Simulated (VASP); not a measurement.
# Na in VASP: notebook

Aim: see how the results for Na move with the level of theory and the settings. Levels: BEEF-vdW, PBE+TS. Tasks: relaxation of the atoms.

All numbers are computed with VASP 6.6.1; they aren't measurements. Logs are shortened: lines on timing, memory, paths and dates and some standing lists are left out, and cuts for length are marked.

### 1 The cell of the first run

The cell holds a slab with vacuum, 4 atoms: a = 3.767 Å, b = 3.767 Å, c = 24.231 Å, α = 90.00°, β = 90.00°, γ = 120.00°.

The slab is cut from a database's or a generator's crystal, which needn't be the stable form of the element.

### 2 Relaxation of the atoms, BEEF-vdW (the (0 0 1) slab of Na, cut from the database cell, not relaxed)

INCAR

```
SYSTEM = Na
PREC = Accurate
ENCUT = 520
EDIFF = 1E-6
ISMEAR = 0
SIGMA = 0.05
LREAL = .FALSE.
LASPH = .TRUE.
NELM = 80
ALGO = Normal
ISIF = 2
LWAVE = .FALSE.
LCHARG = .FALSE.
LDIPOL = .TRUE.
IDIPOL = 3
DIPOL = 0.5 0.5 0.500
GGA = BF
LUSE_VDW = .TRUE.
ZAB_VDW = -1.8867
IBRION = 2
NSW = 40
EDIFFG = -0.02
```

KPOINTS

```
regular mesh
0
G
  8 8 1
  0 0 0
```

POSCAR

```
Na
1.0
    3.7670009976      0.0000000000      0.0000000000
   -1.8835004988      3.2623185600      0.0000000000
    0.0000000000      0.0000000000     24.2310000000
Na
4
Selective dynamics
Direct
    0.6666666667      0.3333333334      0.3095208617  F F F
    0.3333333333      0.6666666666      0.4365069539  F F F
    0.6666666667      0.3333333334      0.5634930461  T T T
    0.3333333333      0.6666666666      0.6904791383  T T T
```

Potentials or basis: VASP PAW PBE potentials, release 64 (Na_pv).

Launch:

```sh
$ cat potpaw_PBE.64/Na_pv/POTCAR > POTCAR
$ mpirun -np 1 vasp_std > vasp.out
```

OUTCAR:

```text
SYSTEM = Na
   PREC = Accurate
   ENCUT = 520
   EDIFF = 1E-6
   ISMEAR = 0
   LREAL = .FALSE.
   LASPH = .TRUE.
   NELM = 80
   ISIF = 2
   GGA = BF
   IBRION = 2
   NSW = 40
   EDIFFG = -0.02

 ion  position               nearest neighbor table
   1  0.667  0.333  0.310-
   2  0.333  0.667  0.437-
   3  0.667  0.333  0.563-
   4  0.333  0.667  0.690-

  LATTYP: Found a hexagonal cell.
 ALAT       =     3.7670009976
 C/A-ratio  =     6.4324379036

  Lattice vectors:

 A1 = (   3.7670009976,   0.0000000000,   0.0000000000)
 A2 = (  -1.8835004988,   3.2623185600,   0.0000000000)
 A3 = (   0.0000000000,   0.0000000000,  24.2310000000)

Analysis of symmetry for initial positions (statically):
=====================================================================
 Subroutine PRICEL returns:
 Original cell was already a primitive cell.

 Routine SETGRP: Setting up the symmetry group for a
 hexagonal supercell.

 Subroutine GETGRP returns: Found 12 space group operations
 (whereof 12 operations were pure point group operations)
 out of a pool of 24 trial point group operations.

The static configuration has the point symmetry D_3d.

Analysis of symmetry for dynamics (positions and initial velocities):
=====================================================================
 Subroutine PRICEL returns:
 Original cell was already a primitive cell.

 Routine SETGRP: Setting up the symmetry group for a
 hexagonal supercell.

 Subroutine GETGRP returns: Found 12 space group operations
 (whereof 12 operations were pure point group operations)
 out of a pool of 24 trial point group operations.

The dynamic configuration has the point symmetry D_3d.

Analysis of constrained symmetry for selective dynamics:
=====================================================================
 Subroutine PRICEL returns:
 Original cell was already a primitive cell.

 Routine SETGRP: Setting up the symmetry group for a
 hexagonal supercell.

 Subroutine GETGRP returns: Found  6 space group operations
 (whereof  6 operations were pure point group operations)
 out of a pool of 24 trial point group operations.

The constrained configuration has the point symmetry C_3v.

 Subroutine INISYM returns: Found  6 space group operations
 (whereof  6 operations are pure point group operations),
 and found     1 'primitive' translations

----------------------------------------------------------------------------------------

                                     Primitive cell

  volume of cell :     297.7786

  direct lattice vectors                    reciprocal lattice vectors
     3.767000998  0.000000000  0.000000000     0.265463163  0.153265229  0.000000000
    -1.883500499  3.262318560  0.000000000     0.000000000  0.306530457  0.000000000
     0.000000000  0.000000000 24.231000000     0.000000000  0.000000000  0.041269448

  length of vectors
     3.767000998  3.767000998 24.231000000     0.306530457  0.306530457  0.041269448

  position of ions in fractional coordinates (direct lattice)
     0.666666667  0.333333333  0.309520862
     0.333333333  0.666666667  0.436506954
     0.666666667  0.333333333  0.563493046
     0.333333333  0.666666667  0.690479138

  ion indices of the primitive-cell ions
   primitive index   ion index
                 1           1
                 2           2
                 3           3
                 4           4

----------------------------------------------------------------------------------------

 KPOINTS: regular mesh

Automatic generation of k-mesh.
 Grid dimensions read from file:
 generate k-points for:    8    8    1

 Generating k-lattice:

  Cartesian coordinates                     Fractional coordinates (reciprocal lattice)
     0.033182895  0.019158154  0.000000000     0.125000000  0.000000000  0.000000000
     0.000000000  0.038316307  0.000000000     0.000000000  0.125000000  0.000000000
     0.000000000  0.000000000  0.041269448     0.000000000  0.000000000  1.000000000

  Length of vectors
     0.038316307  0.038316307  0.041269448

  Shift w.r.t. Gamma in fractional coordinates (k-lattice)
     0.000000000  0.000000000  0.000000000

 Subroutine IBZKPT returns following result:
 ===========================================

 Found     10 irreducible k-points:

 Following reciprocal coordinates:
            Coordinates               Weight
  0.000000  0.000000  0.000000      1.000000
  0.125000  0.000000  0.000000      6.000000
  0.250000  0.000000  0.000000      6.000000
  0.375000 -0.000000  0.000000      6.000000
  0.500000  0.000000  0.000000      3.000000
  0.125000  0.125000  0.000000      6.000000
  0.250000  0.125000  0.000000     12.000000
  0.375000  0.125000  0.000000     12.000000
  0.250000  0.250000  0.000000      6.000000
  0.375000  0.250000  0.000000      6.000000
   k-points           NKPTS =     10   k-points in BZ     NKDIM =     10   number of bands    NBANDS=     18
   number of dos      NEDOS =    301   number of ions     NIONS =      4
   total plane-waves  NPLWV = 141120
   dimension x,y,z NGX =    28 NGY =   28 NGZ =  180
   dimension x,y,z NGXF=    56 NGYF=   56 NGZF=  360
   ions per type =               4
   NGX,Y,Z   is equivalent  to a cutoff of  12.36, 12.36, 12.35 a.u.
   NGXF,Y,Z  is equivalent  to a cutoff of  24.71, 24.71, 24.70 a.u.
 SYSTEM =  Na
   PREC   = accura    normal or accurate (medium, high low for compatibility)
   ISTART =      0    job   : 0-new  1-cont  2-samecut
   ICHARG =      2    charge: 1-file 2-atom 10-const
   ISPIN  =      1    spin polarized calculation?
   LNONCOLLINEAR =      F non collinear calculations
   LSORBIT =      F    spin-orbit coupling
   LASPH  =      T    aspherical Exc in radial PAW
   ENCUT  =  520.0 eV  38.22 Ry    6.18 a.u.   7.00  7.00 45.05*2*pi/ulx,y,z
   NELM   =     80;   NELMIN=  2; NELMDL= -5     # of ELM steps
   EDIFF  = 0.1E-05   stopping-criterion for ELM
   LREAL  =      F    real-space projection
   EDIFFG = -.2E-01   stopping-criterion for IOM
   NSW    =     40    number of steps for IOM
   IBRION =      2    ionic relax: 0-MD 1-quasi-New 2-CG
   NFREE  =      1    steps in history (QN), initial steepest desc. (CG)
   ISIF   =      2    stress and relaxation
   ISYM   =      2    0-nonsym 1-usesym 2-fastsym
   POTIM  = 0.5000    time-step for ionic-motion
   TEBEG  =    0.0;   TEEND  =   0.0 temperature during run
   PSTRESS=    0.0 pullay stress
   NELECT =      28.0000    total number of electrons
   NUPDOWN=      -1.0000    fix difference up-down
   EMIN   =  10.00;   EMAX   =-10.00  energy-range for DOS
   EFERMI =   0.00;   METHOD = LEGACY
   ISMEAR =     0;   SIGMA  =   0.05  broadening in eV -4-tet -1-fermi 0-gaus
   EFERMI_NEDOS =   21; number of points for ismear=-14 and -15
   IALGO  =     38    algorithm
   IMIX   =      4    mixing-type and parameters
     AMIX     =   0.40;   BMIX     =  1.00
     AMIX_MAG =   1.60;   BMIX_MAG =  1.00
  volume/ion in A,a.u.               =      74.44       502.38
  Fermi-wavevector in a.u.,A,eV,Ry     =   0.744440  1.406788  7.540225  0.554191
  Thomas-Fermi vector in A             =   1.839792
   LORBIT       =      0    0 simple, 1 ext, 2 COOP (PROOUT), +10 PAW based schemes
   GGA     = BF    functional components
   LHFCALC =     F    Hartree Fock is set to
   AEXX    =    0.0000 exact exchange contribution
   IVDW_NL    =     1    kernel type
   BPARAM     = 6.3000
   IVDW    =     0    specifies the selected vdW correction
   LEPSILON=     F    determine dielectric tensor
   LRPA    =     F    only Hartree local field effects (RPA)
 conjugate gradient relaxation of ions
 non-spin polarized calculation
 Gauss-broadening in eV      SIGMA  =   0.05
  energy-cutoff  :      520.00
  volume of cell :      297.78
 maximum number of plane-waves:      8051
 NGX is ok and might be reduce to    28
   NGX = 13   NGY = 13   NGZ = 91

--------------------------------------- Ionic step        1  -------------------------------------------

 number of electron      28.0000020 magnetization

 Free energy of the ion-electron system (eV)
  ---------------------------------------------------
  ext. energy  EPLUGINS =         0.00000000
  ---------------------------------------------------
  free energy    TOTEN  =         2.94339901 eV

  energy without entropy =        2.94708183  energy(sigma->0) =        2.94524042

------------------------ aborting loop because EDIFF is reached ----------------------------------------

 vacuum level on the upper side and lower side of the slab       (xc-potential included)         0.014         0.027

  FORCE on cell =-STRESS in cart. coord.  units (eV):
  Direction    XX          YY          ZZ          XY          YZ          ZX
  --------------------------------------------------------------------------------------
  -------------------------------------------------------------------------------------
  Total       -0.2153670     -0.2153670     -0.3986496      0.0000000      0.0000000      0.0000000
  in kB       -1.1587675     -1.1587675     -2.1449071      0.0000000      0.0000000      0.0000000
  external PRESSURE =      -1.4874807 kB  Pullay stress =       0.0000000 kB
[... 103 lines left out ...]
  energy  without entropy=        2.9462425917  energy(sigma->0) =        2.94439579

Total vdW correction in eV:      6.9232314

 vacuum level on the upper side and lower side of the slab       (xc-potential included)         0.002        -0.021

[... ionic steps 4 to 7 ...]

--------------------------------------- Ionic step        8  -------------------------------------------

 number of electron      28.0000007 magnetization

------------------------ aborting loop because EDIFF is reached ----------------------------------------
[... 71 lines left out ...]
  energy  without entropy=        2.9402872047  energy(sigma->0) =        2.93855500

Total vdW correction in eV:      6.9203386

 dipolmoment           0.000000      0.000000      0.000798 electrons x Angstroem

--------------------------------------- Ionic step       10  -------------------------------------------

 number of electron      28.0000016 magnetization

 dipolmoment           0.000000      0.000000     -0.000348 electrons x Angstroem

 Free energy of the ion-electron system (eV)
  ---------------------------------------------------
  ext. energy  EPLUGINS =         0.00000000
  ---------------------------------------------------
  free energy    TOTEN  =         2.93584294 eV

  energy without entropy =        2.93916445  energy(sigma->0) =        2.93750369

 E-fermi :  -1.4244     XC(G=0):  -4.1126

 val. band max:       -1.4586698228   @ k =   0.2500   0.1250   0.0000
 cond. band min:      -1.2531063402   @ k =   0.2500   0.2500   0.0000
 fundamental gap:      0.2055634826
 Fermi energy:        -1.4244323537

 k-point     1 :       0.0000    0.0000    0.0000
  band No.  band energies     occupation
      1     -26.9885      2.00000
      2     -26.9777      2.00000
      3     -26.9594      2.00000
      4     -26.9594      2.00000
      5     -26.9484      2.00000
      6     -26.9484      2.00000
[... 199 lines left out ...]
     17       1.0796      0.00000
     18       1.1279      0.00000

------------------------ aborting loop because EDIFF is reached ----------------------------------------

 vacuum level on the upper side and lower side of the slab       (xc-potential included)        -0.025        -0.159

  FORCE on cell =-STRESS in cart. coord.  units (eV):
  Direction    XX          YY          ZZ          XY          YZ          ZX
  --------------------------------------------------------------------------------------
  -------------------------------------------------------------------------------------
  Total       -0.1866255     -0.1866255     -0.0231907      0.0000000      0.0000000      0.0000000
  in kB       -1.0041259     -1.0041259     -0.1247758      0.0000000      0.0000000      0.0000000
  external PRESSURE =      -0.7110092 kB  Pullay stress =       0.0000000 kB
[... 23 lines left out ...]
  energy  without entropy=        2.9391644466  energy(sigma->0) =        2.93750369

Total vdW correction in eV:      6.9177847

 reached required accuracy - stopping structural energy minimisation

 vacuum level on the upper side and lower side of the slab         1.546         1.504
```

Run time: 36 min. Hardware: 1 thread of Intel Xeon Platinum 8488C (Sapphire Rapids), shared host; peak memory 1 GiB.

Results:

```
Free energy               : 2.9358 eV
Energy gained by relaxing : 1.9 meV/atom
Ionic steps               : 10
Band gap on the k mesh    : none (metal or under the smearing width)
```

The path:
| step | energy change (eV) | largest force (eV/Å) | pressure (GPa) |
| --- | --- | --- | --- |
| 1 | 0.0000 | 0.0657 | -0.15 |
| 2 | -0.0002 | 0.0637 | -0.15 |
| 3 | -0.0009 | 0.0593 | -0.15 |
| 4 | -0.0020 | 0.0527 | -0.15 |
| 5 | -0.0036 | 0.0354 | -0.14 |
| 6 | -0.0042 | 0.0453 | -0.13 |
| 7 | -0.0044 | 0.0406 | -0.13 |
| 8 | -0.0050 | 0.0372 | -0.12 |
| 9 | -0.0066 | 0.0248 | -0.11 |
| 10 | -0.0076 | 0.0105 | -0.07 |

Final structure:
```
Na
1.0
     3.76700    0.00000    0.00000
    -1.88350    3.26232    0.00000
     0.00000    0.00000   24.23100
Na
4
Direct
  0.66667 0.33333 0.30952
  0.33333 0.66667 0.43651
  0.66667 0.33333 0.55624
  0.33333 0.66667 0.68119
```

Caveat: the PAW data sets were made with another functional, which shifts forces and pressure a little.

### 3 Relaxation of the atoms, PBE+TS (the (0 0 1) slab of Na, cut from the database cell, not relaxed)

INCAR

```
SYSTEM = Na
PREC = Accurate
ENCUT = 520
EDIFF = 1E-6
ISMEAR = 0
SIGMA = 0.05
LREAL = .False.
LASPH = .True.
NELM = 80
ALGO = Normal
ISIF = 2
LWAVE = .False.
LCHARG = .False.
LDIPOL = .True.
IDIPOL = 3
DIPOL = 0.5 0.5 0.500
GGA = PE
IVDW = 2
IBRION = 2
NSW = 40
EDIFFG = -0.01
```

KPOINTS

```
Automatic mesh
0
Gamma
  8 8 1
  0 0 0
```

POSCAR is that of step 2.

Potentials or basis: VASP PAW PBE potentials, release 64 (Na_pv).

Launch:

```sh
$ cat potpaw_PBE.64/Na_pv/POTCAR > POTCAR
$ mpirun -np 1 vasp_std > vasp.out
```

Run time: 5.9 min. Hardware: 1 thread of Intel Xeon Platinum 8488C (Sapphire Rapids), shared host; peak memory 0.37 GiB.

The run converged. Its results:

- Free energy: -10.0140 eV
- Energy gained by relaxing: 1.1 meV/atom
- Ionic steps: 9
- Band gap on the k mesh: none (metal or under the smearing width)
- Dispersion energy per atom: -1.277 eV

Step by step:
| step | energy change (eV) | largest force (eV/Å) | pressure (GPa) |
| --- | --- | --- | --- |
| 1 | 0.0000 | 0.1064 | 0.50 |
| 2 | -0.0005 | 0.1060 | 0.50 |
| 3 | -0.0016 | 0.1052 | 0.47 |
| 4 | -0.0017 | 0.1417 | 0.40 |
| 5 | -0.0020 | 0.1044 | 0.43 |
| 6 | -0.0026 | 0.1044 | 0.42 |
| 7 | -0.0040 | 0.1056 | 0.37 |
| 8 | -0.0040 | 0.1501 | 0.28 |
| 9 | -0.0044 | 0.1068 | 0.34 |

Final structure:
```xyz
4
Lattice="3.7670 0.0000 0.0000 -1.8835 3.2623 0.0000 0.0000 0.0000 24.2310" Properties=species:S:1:pos:R:3 pbc="T T T"
Na    1.8835    1.0874    7.5000
Na    0.0000    2.1749   10.5770
Na    1.8835    1.0874   13.6964
Na    0.0000    2.1749   16.8146
```

Levels at points of the mesh, in eV from the Fermi level:
```csv
k point,band 11,band 12,band 13,band 14,band 15,band 16,band 17,band 18
"(0.00, 0.00, 0.00)",-24.80,-24.80,-2.94,-2.49,-1.58,-0.45,0.66,2.00
"(0.50, 0.00, 0.00)",-24.80,-24.80,0.52,0.64,0.92,1.06,1.88,2.06
```

Caveat: atom-pairwise D2, TS and ULG terms overbind metals.
